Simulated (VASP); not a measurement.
# BAs (F-43m) in VASP: notebook

One crystal, BAs, is run at these levels: HSE06; tasks: single point.

All numbers are computed with VASP 6.6.1; they aren't measurements. Logs are shortened: lines on timing, memory, paths and dates and some standing lists are left out, and cuts for length are marked.

### 1 The undisturbed crystal

Symmetry: F-43m, No. 216, cubic system. The conventional cell has a = 4.777 Å, b = 4.777 Å, c = 4.777 Å, α = 90.00°, β = 90.00°, γ = 90.00°. B (site symmetry -43m) has 4 As at 2.07 Å as nearest neighbours. As (site symmetry -43m) has 4 B at 2.07 Å as nearest neighbours.

### 2 Single point, HSE06 (a relaxed cell with its volume scaled by 1.03)

POSCAR

```
BAs                                     
1.0
    0.0000000000      2.4089521849      2.4089521849
    2.4089521849      0.0000000000      2.4089521849
    2.4089521849      2.4089521849      0.0000000000
  B               As            
     1     1
Direct
     0.0000000000000000    0.0000000000000000    0.0000000000000000
     0.2500000000000000    0.2500000000000000    0.2500000000000000
```

INCAR.step1

```
SYSTEM = BAs
  ALGO = Normal
  EDIFF = 1E-5
  ENCUT = 520
  GGA = PE
  ISIF = 2
  ISMEAR = 0
  KPAR = 4
  LASPH = .TRUE.
  LREAL = .FALSE.
  LWAVE = .TRUE.
  NELM = 60
  PREC = Accurate
  SIGMA = 0.02
```

INCAR.step2

```
SYSTEM = BAs
  ALGO = Normal
  EDIFF = 1E-7
  ENCUT = 520
  GGA = PE
  HFSCREEN = 0.2
  ISIF = 2
  ISMEAR = 0
  ISTART = 1
  KPAR = 4
  LASPH = .TRUE.
  LCHARG = .FALSE.
  LHFCALC = .TRUE.
  LREAL = .FALSE.
  LWAVE = .FALSE.
  NELM = 60
  PREC = Accurate
  PRECFOCK = Fast
  SIGMA = 0.02
```

KPOINTS

```
k-points
0
G
  6 6 6
  0 0 0
```

Potentials or basis: VASP PAW PBE potentials, release 64 (B, As).

Command:

```console
> cat potpaw_PBE.64/B/POTCAR potpaw_PBE.64/As/POTCAR > POTCAR
> cp INCAR.step1 INCAR
> mpirun -np 4 vasp_std > vasp.out
> cp INCAR.step2 INCAR
> mpirun -np 4 vasp_std > vasp.out
```

OUTCAR:

```text
SYSTEM = BAs
   EDIFF = 1E-7
   ENCUT = 520
   GGA = PE
   HFSCREEN = 0.2
   ISIF = 2
   ISMEAR = 0
   ISTART = 1
   LASPH = .TRUE.
   LHFCALC = .TRUE.
   LREAL = .FALSE.
   NELM = 60
   PREC = Accurate
   PRECFOCK = Fast

 ion  position               nearest neighbor table
   1  0.000  0.000  0.000-   2 2.09   2 2.09   2 2.09   2 2.09
   2  0.250  0.250  0.250-   1 2.09   1 2.09   1 2.09   1 2.09

  LATTYP: Found a face centered cubic cell.
 ALAT       =     4.8179043698

  Lattice vectors:

 A1 = (   0.0000000000,   2.4089521849,   2.4089521849)
 A2 = (   2.4089521849,   0.0000000000,   2.4089521849)
 A3 = (   2.4089521849,   2.4089521849,   0.0000000000)

Analysis of symmetry for initial positions (statically):
=====================================================================
 Subroutine PRICEL returns:
 Original cell was already a primitive cell.

 Routine SETGRP: Setting up the symmetry group for a
 face centered cubic supercell.

 Subroutine GETGRP returns: Found 24 space group operations
 (whereof 24 operations were pure point group operations)
 out of a pool of 48 trial point group operations.

The static configuration has the point symmetry T_d .

Analysis of symmetry for dynamics (positions and initial velocities):
=====================================================================
 Subroutine PRICEL returns:
 Original cell was already a primitive cell.

 Routine SETGRP: Setting up the symmetry group for a
 face centered cubic supercell.

 Subroutine GETGRP returns: Found 24 space group operations
 (whereof 24 operations were pure point group operations)
 out of a pool of 48 trial point group operations.

The dynamic configuration has the point symmetry T_d .

 Subroutine INISYM returns: Found 24 space group operations
 (whereof 24 operations are pure point group operations),
 and found     1 'primitive' translations

----------------------------------------------------------------------------------------

                                     Primitive cell

  volume of cell :      27.9585

  direct lattice vectors                    reciprocal lattice vectors
     0.000000000  2.408952185  2.408952185    -0.207559122  0.207559122  0.207559122
     2.408952185  0.000000000  2.408952185     0.207559122 -0.207559122  0.207559122
     2.408952185  2.408952185  0.000000000     0.207559122  0.207559122 -0.207559122

  length of vectors
     3.406772851  3.406772851  3.406772851     0.359502945  0.359502945  0.359502945

  position of ions in fractional coordinates (direct lattice)
     0.000000000  0.000000000  0.000000000
     0.250000000  0.250000000  0.250000000

  ion indices of the primitive-cell ions
   primitive index   ion index
                 1           1
                 2           2

----------------------------------------------------------------------------------------

 KPOINTS: k-points

Automatic generation of k-mesh.
 Grid dimensions read from file:
 generate k-points for:    6    6    6

 Generating k-lattice:

  Cartesian coordinates                     Fractional coordinates (reciprocal lattice)
    -0.034593187  0.034593187  0.034593187     0.166666667  0.000000000  0.000000000
     0.034593187 -0.034593187  0.034593187     0.000000000  0.166666667  0.000000000
     0.034593187  0.034593187 -0.034593187     0.000000000  0.000000000  0.166666667

  Length of vectors
     0.059917157  0.059917157  0.059917157

  Shift w.r.t. Gamma in fractional coordinates (k-lattice)
     0.000000000  0.000000000  0.000000000

 Subroutine IBZKPT returns following result:
 ===========================================

 Found     16 irreducible k-points:

 Following reciprocal coordinates:
            Coordinates               Weight
  0.000000  0.000000  0.000000      1.000000
  0.166667  0.000000  0.000000      8.000000
  0.333333  0.000000  0.000000      8.000000
  0.500000  0.000000  0.000000      4.000000
  0.166667  0.166667  0.000000      6.000000
  0.333333  0.166667  0.000000     24.000000
[... 8 lines left out ...]
 -0.333333  0.333333  0.166667     24.000000
 -0.333333  0.500000  0.166667     12.000000
   k-points           NKPTS =     16   k-points in BZ     NKDIM =    216   number of bands    NBANDS=      8
   number of dos      NEDOS =    301   number of ions     NIONS =      2
   total plane-waves  NPLWV =  21952
   dimension x,y,z NGX =    28 NGY =   28 NGZ =   28
   dimension x,y,z NGXF=    56 NGYF=   56 NGZF=   56
   ions per type =               1   1
   NGX,Y,Z   is equivalent  to a cutoff of  13.66, 13.66, 13.66 a.u.
   NGXF,Y,Z  is equivalent  to a cutoff of  27.33, 27.33, 27.33 a.u.
 SYSTEM =  BAs
   PREC   = accura    normal or accurate (medium, high low for compatibility)
   ISTART =      1    job   : 0-new  1-cont  2-samecut
   ICHARG =      0    charge: 1-file 2-atom 10-const
   ISPIN  =      1    spin polarized calculation?
   LNONCOLLINEAR =      F non collinear calculations
   LSORBIT =      F    spin-orbit coupling
   LASPH  =      T    aspherical Exc in radial PAW
   ENCUT  =  520.0 eV  38.22 Ry    6.18 a.u.   6.33  6.33  6.33*2*pi/ulx,y,z
   NELM   =     60;   NELMIN=  2; NELMDL=  0     # of ELM steps
   EDIFF  = 0.1E-06   stopping-criterion for ELM
   LREAL  =      F    real-space projection
   EDIFFG = 0.1E-05   stopping-criterion for IOM
   NSW    =      0    number of steps for IOM
   IBRION =     -1    ionic relax: 0-MD 1-quasi-New 2-CG
   NFREE  =      0    steps in history (QN), initial steepest desc. (CG)
   ISIF   =      2    stress and relaxation
   ISYM   =      3    0-nonsym 1-usesym 2-fastsym
   POTIM  = 0.5000    time-step for ionic-motion
   TEBEG  =    0.0;   TEEND  =   0.0 temperature during run
   PSTRESS=    0.0 pullay stress
   NELECT =       8.0000    total number of electrons
   NUPDOWN=      -1.0000    fix difference up-down
   EMIN   =  10.00;   EMAX   =-10.00  energy-range for DOS
   EFERMI =   0.00;   METHOD = LEGACY
   ISMEAR =     0;   SIGMA  =   0.02  broadening in eV -4-tet -1-fermi 0-gaus
   EFERMI_NEDOS =   21; number of points for ismear=-14 and -15
   IALGO  =     38    algorithm
   IMIX   =      1    mixing-type and parameters
     AMIX     =   0.40;   BMIX     =  1.00
     AMIX_MAG =   1.60;   BMIX_MAG =  1.00
  volume/ion in A,a.u.               =      13.98        94.34
  Fermi-wavevector in a.u.,A,eV,Ry     =   1.078781  2.038601 15.834033  1.163769
  Thomas-Fermi vector in A             =   2.214729
   LORBIT       =      0    0 simple, 1 ext, 2 COOP (PROOUT), +10 PAW based schemes
   GGA     = PE    functional components
   LHFCALC =     T    Hartree Fock is set to
   PRECFOCK=fast      Normal, Fast or Accurate (Low or Medium for compatibility)
   ENCUT4O =  -1.0   cutoff for four orbital integrals eV
   NKREDX  =     1    reduce k-point grid by
   NKREDY  =     1    reduce k-point grid by
   NKREDZ  =     1    reduce k-point grid by
   AEXX    =    0.2500 exact exchange contribution
   HFSCREEN=    0.2000 screening length (either q_TF or 0.3 A-1)
   HFSCREENC=   0.2000 screening length for correlation (either q_TF or 0.3 A-1)
   ENCUTFOCK=  -1.0 apply spherical cutoff to Coloumb kernel
   IVDW    =     0    specifies the selected vdW correction
   LEPSILON=     F    determine dielectric tensor
   LRPA    =     F    only Hartree local field effects (RPA)
 non-spin polarized calculation
 Gauss-broadening in eV      SIGMA  =   0.02
  energy-cutoff  :      520.00
  volume of cell :       27.96
 maximum number of plane-waves:       769
 NGX is ok and might be reduce to    28
  NGX = 16; NGY = 16; NGZ = 16

 number of electron       8.0000000 magnetization

 Free energy of the ion-electron system (eV)
  ---------------------------------------------------
  ext. energy  EPLUGINS =         0.00000000
  ---------------------------------------------------
  free energy    TOTEN  =       -13.26462183 eV

  energy without entropy =      -13.26462183  energy(sigma->0) =      -13.26462183

 E-fermi :   5.5960     XC(G=0):  -8.6617

 val. band max:        5.4278602562   @ k =   0.0000   0.0000   0.0000
 cond. band min:       7.4104783836   @ k =   0.3333   0.3333   0.0000
 fundamental gap:      1.9826181274
 Fermi energy:         5.5960248819

 k-point     1 :       0.0000    0.0000    0.0000
  band No.  band energies     occupation
      1     -11.2866      2.00000
      2       5.4279      2.00000
      3       5.4279      2.00000
      4       5.4279      2.00000
      5       9.5257      0.00000
      6       9.5257      0.00000
      7       9.5257      0.00000
      8      10.9740      0.00000

 k-point     2 :       0.1667    0.0000    0.0000
  band No.  band energies     occupation
      1     -10.7983      2.00000
      2       2.2798      2.00000
      3       4.7240      2.00000
      4       4.7240      2.00000
      5       9.5209      0.00000
      6      10.4526      0.00000
      7      10.4526      0.00000
      8      13.0622      0.00000

 k-point     3 :       0.3333    0.0000    0.0000
  band No.  band energies     occupation
      1      -9.4332      2.00000
      2      -1.8493      2.00000
      3       3.8219      2.00000
      4       3.8219      2.00000
      5       9.0360      0.00000
      6      11.1641      0.00000
      7      11.1641      0.00000
      8      15.2721      0.00000
[... 122 lines left out ...]
 k-point    15 :      -0.3333    0.3333    0.1667
  band No.  band energies     occupation
      1      -7.1429      2.00000
      2      -3.3521      2.00000
      3      -0.3356      2.00000
      4       1.3483      2.00000
      5      10.6542      0.00000
      6      11.5416      0.00000
      7      14.0345      0.00000
      8      15.3498      0.00000

 k-point    16 :      -0.3333    0.5000    0.1667
  band No.  band energies     occupation
      1      -6.6060      2.00000
      2      -3.5813      2.00000
      3      -0.0301      2.00000
      4       0.1805      2.00000
      5      10.0272      0.00000
      6      10.2785      0.00000
      7      15.1786      0.00000
      8      15.4219      0.00000

------------------------ aborting loop because EDIFF is reached ----------------------------------------

  FORCE on cell =-STRESS in cart. coord.  units (eV):
  Direction    XX          YY          ZZ          XY          YZ          ZX
  --------------------------------------------------------------------------------------
  -------------------------------------------------------------------------------------
  Total       -0.7161558     -0.7161558     -0.7161558      0.0000000     -0.0000000      0.0000000
  in kB      -41.0396413    -41.0396413    -41.0396413      0.0000000     -0.0000000      0.0000000
  external PRESSURE =     -41.0396413 kB  Pullay stress =       0.0000000 kB

 VOLUME and BASIS-vectors are now :
 -----------------------------------------------------------------------------
  energy-cutoff  :      520.00
  volume of cell :       27.96
      direct lattice vectors                 reciprocal lattice vectors
     0.000000000  2.408952185  2.408952185    -0.207559122  0.207559122  0.207559122
     2.408952185  0.000000000  2.408952185     0.207559122 -0.207559122  0.207559122
     2.408952185  2.408952185  0.000000000     0.207559122  0.207559122 -0.207559122

 POSITION                                       TOTAL-FORCE (eV/Angst)
 -----------------------------------------------------------------------------------
      0.00000      0.00000      0.00000        -0.000000     -0.000000     -0.000000
      1.20448      1.20448      1.20448         0.000000      0.000000      0.000000
 -----------------------------------------------------------------------------------
    total drift:                               -0.000000     -0.000000      0.000000

  FREE ENERGIE OF THE ION-ELECTRON SYSTEM (eV)
  ---------------------------------------------------
  free  energy   TOTEN  =       -13.2646218350 eV

  energy  without entropy=      -13.2646218350  energy(sigma->0) =      -13.26462183
```

Wall time 100 s (4 MPI ranks of AMD EPYC 7R13 (Zen 3), shared host); peak memory 0.21 GiB.

What came out:

- Free energy: -13.2646 eV
- Pressure: -4.1 GPa
- Band gap on the k mesh: 1.98 eV, indirect (least direct gap 4.10 eV)

Levels at points of the mesh, in eV from the valence-band top:
```tsv
k point	band 1	band 2	band 3	band 4	band 5	band 6	band 7	band 8
(0.00, 0.00, 0.00)	-16.71	0.00	0.00	0.00	4.10	4.10	4.10	5.55
(0.50, 0.00, 0.00)	-13.62	-9.51	-1.94	-1.94	3.42	5.68	5.68	9.99
(0.50, 0.50, 0.00)	-12.16	-9.34	-4.35	-4.35	2.13	2.19	12.71	12.71
```

Caveat: the PAW data sets were made with another functional, which shifts forces and pressure a little.

### 3 Single point, HSE06 (a relaxed cell with its volume scaled by 0.94)

POSCAR

```
BAs                                     
1.0
    0.0000000000      2.3366395471      2.3366395471
    2.3366395471      0.0000000000      2.3366395471
    2.3366395471      2.3366395471      0.0000000000
  B               As            
     1     1
Direct
     0.0000000000000000    0.0000000000000000    0.0000000000000000
     0.2500000000000000    0.2500000000000000    0.2500000000000000
```

INCAR.step1 is that of step 2.

INCAR.step2 is that of step 2.

KPOINTS is that of step 2.

Potentials or basis: VASP PAW PBE potentials, release 64 (B, As).

Command:

```console
> cat potpaw_PBE.64/B/POTCAR potpaw_PBE.64/As/POTCAR > POTCAR
> cp INCAR.step1 INCAR
> mpirun -np 4 vasp_std > vasp.out
> cp INCAR.step2 INCAR
> mpirun -np 4 vasp_std > vasp.out
```

It took 59 s on 4 MPI ranks of AMD EPYC 7R13 (Zen 3), shared host; peak memory 0.21 GiB.

It converged, with:

* Free energy: -13.2250 eV
* Pressure: 10.3 GPa
* Band gap on the k mesh: 1.91 eV, indirect (least direct gap 4.22 eV)

Levels at points of the mesh, in eV from the valence-band top:
```csv
k point,band 1,band 2,band 3,band 4,band 5,band 6,band 7,band 8
"(0.00, 0.00, 0.00)",-17.62,0.00,0.00,0.00,4.22,4.22,4.22,6.82
"(0.50, 0.00, 0.00)",-14.17,-10.24,-2.11,-2.11,4.01,5.79,5.79,10.16
"(0.50, 0.50, 0.00)",-12.55,-9.89,-4.77,-4.77,2.01,2.10,13.64,13.64
```

Caveat: the PAW data sets were made with another functional, which shifts forces and pressure a little.

### 4 Single point, HSE06 (a relaxed cell with its volume scaled by 1.06)

POSCAR

```
BAs                                     
1.0
    0.0000000000      2.4321166077      2.4321166077
    2.4321166077      0.0000000000      2.4321166077
    2.4321166077      2.4321166077      0.0000000000
  B               As            
     1     1
Direct
     0.0000000000000000    0.0000000000000000    0.0000000000000000
     0.2500000000000000    0.2500000000000000    0.2500000000000000
```

INCAR.step1 is that of step 3.

INCAR.step2 is that of step 3.

KPOINTS is that of step 3.

Command:

```console
> cat potpaw_PBE.64/B/POTCAR potpaw_PBE.64/As/POTCAR > POTCAR
> cp INCAR.step1 INCAR
> mpirun -np 4 vasp_std > vasp.out
> cp INCAR.step2 INCAR
> mpirun -np 4 vasp_std > vasp.out
```

Run time: 88 s. Hardware: 4 MPI ranks of AMD EPYC 7R13 (Zen 3), shared host; peak memory 0.22 GiB.

It converged, with:

```yaml
Free_energy: -13.2348 eV
Pressure: -7.6 GPa
Band_gap_on_the_k_mesh: 2.00 eV, indirect (least direct gap 4.06 eV)
```

Levels at points of the mesh, in eV from the valence-band top:
| k point | band 1 | band 2 | band 3 | band 4 | band 5 | band 6 | band 7 | band 8 |
| --- | --- | --- | --- | --- | --- | --- | --- | --- |
| (0.00, 0.00, 0.00) | -16.44 | 0.00 | 0.00 | 0.00 | 4.06 | 4.06 | 4.06 | 5.16 |
| (0.50, 0.00, 0.00) | -13.46 | -9.29 | -1.89 | -1.89 | 3.24 | 5.65 | 5.65 | 9.92 |
| (0.50, 0.50, 0.00) | -12.05 | -9.17 | -4.22 | -4.22 | 2.16 | 2.21 | 12.43 | 12.43 |

Caveat: the PAW data sets were made with another functional, which shifts forces and pressure a little.

### 5 Summary

| cell | gap on the mesh (eV) | pressure (GPa) |
| --- | --- | --- |
| a relaxed cell with its volume scaled by 1.03 | 1.98 | -4.1 |
| a relaxed cell with its volume scaled by 0.94 | 1.91 | 10.3 |
| a relaxed cell with its volume scaled by 1.06 | 2.00 | -7.6 |

Alike in all rows: task single point; level HSE06; potentials or basis VASP PAW PBE potentials, release 64 (B, As); no spin polarisation; k mesh 6 × 6 × 6; cutoff (eV) 520; smearing gaussian 0.02 eV.

Caveats: the PAW data sets were made with another functional, which shifts forces and pressure a little.

Absolute energies hang on the potentials; compare differences alone.
